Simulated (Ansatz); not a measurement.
# SnO: the cost of one run

Program: Ansatz 0.2.0. Level of theory: DFT PBE, scalar-relativistic, plane waves, PAW. These are calculated values, not measurements.

## (1) The starting structure

It takes space group P4/nmm (No. 129, tetragonal). Conventional cell: a = 3.867 Å, b = 3.867 Å, c = 5.068 Å, α = 90.00°, β = 90.00°, γ = 90.00°. Sn (site symmetry 4mm) is surrounded by 4 O at 2.25 Å. O (site symmetry -4m2) is surrounded by 4 Sn at 2.25 Å.

Structure file:

```cif
data_structure
_symmetry_space_group_name_H-M 'P 1'
_symmetry_Int_Tables_number 1
_cell_length_a 3.8673
_cell_length_b 3.8673
_cell_length_c 5.0679
_cell_angle_alpha 90.000
_cell_angle_beta 90.000
_cell_angle_gamma 90.000
_cell_volume 75.80
loop_
_atom_site_label
_atom_site_type_symbol
_atom_site_fract_x
_atom_site_fract_y
_atom_site_fract_z
_atom_site_occupancy
Sn1 Sn 0.00000 0.50000 0.22869 1
Sn2 Sn 0.50000 0.00000 0.77131 1
O1 O 0.00000 0.00000 0.00000 1
O2 O 0.50000 0.50000 0.00000 1
```

This cell was relaxed beforehand with the same method: volume 18.95 Å³/atom, gap on the mesh 0.50 eV.

## (2) What is varied

The energy is mapped over a normal mode and a strain (zone-centre modes of the cell shown) (x along [1 0 0], y along [0 1 0], z along [0 0 1] of the conventional cell).

- amplitude of mode 4 (105 cm⁻¹), largest displacement in the unstrained cell: 7 values from −0.250 to 0.250 Å
- equal normal strain along x and y: 7 values from −4.00 to 4.00 %

Nothing else is relaxed (the pattern is fixed in fractional coordinates). Energies count from the relaxed high-symmetry cell. Points are written as (first, second).

The modes come from a phonon run on the reference cell, made beforehand.

The patterns, per unit of each coordinate (Å):

| atom | x1 | y1 | z1 |
| --- | --- | --- | --- |
| Sn1 | 1.000 | 0.000 | 0.000 |
| Sn2 | -1.000 | 0.000 | 0.000 |
| O3 | -0.106 | 0.000 | 0.000 |
| O4 | 0.106 | 0.000 | 0.000 |

## (3) Grid point (0.000 Å, −4.00 %)

The input, input.yaml:

```yaml
crystal:
  lattice:
    - [3.71258619, 0.0, 0.0]
    - [0.0, 3.71258619, 0.0]
    - [0.0, 0.0, 5.0679375214]
  atoms:
    - { symbol: Sn, position: [0.0, 0.5, 0.2286909982] }
    - { symbol: Sn, position: [0.5, 0.0, 0.7713090018] }
    - { symbol: O, position: [0.0, 0.0, 0.0] }
    - { symbol: O, position: [0.5, 0.5, 0.0] }
basis:
  ecutwfc: 520.0
kpoints:
  mp_grid: { grid: [10, 10, 8] }
hamiltonian:
  xc: pbe
scf:
  occupations: { method: gaussian, width: 0.05 }
output:
  forces: true
  stress: true
  eigenvalues: true
```

Command:

```
> ansatz run input.yaml --threads 1 --pin off --max-ram 2048MiB --backend cpu --events-out ev --progress --plain --runs-dir out
```

What time and memory should one allow on 1 thread of Intel Xeon Platinum 8488C (Sapphire Rapids), shared host?

About 7.7 s, with a peak of 0.5 GiB.
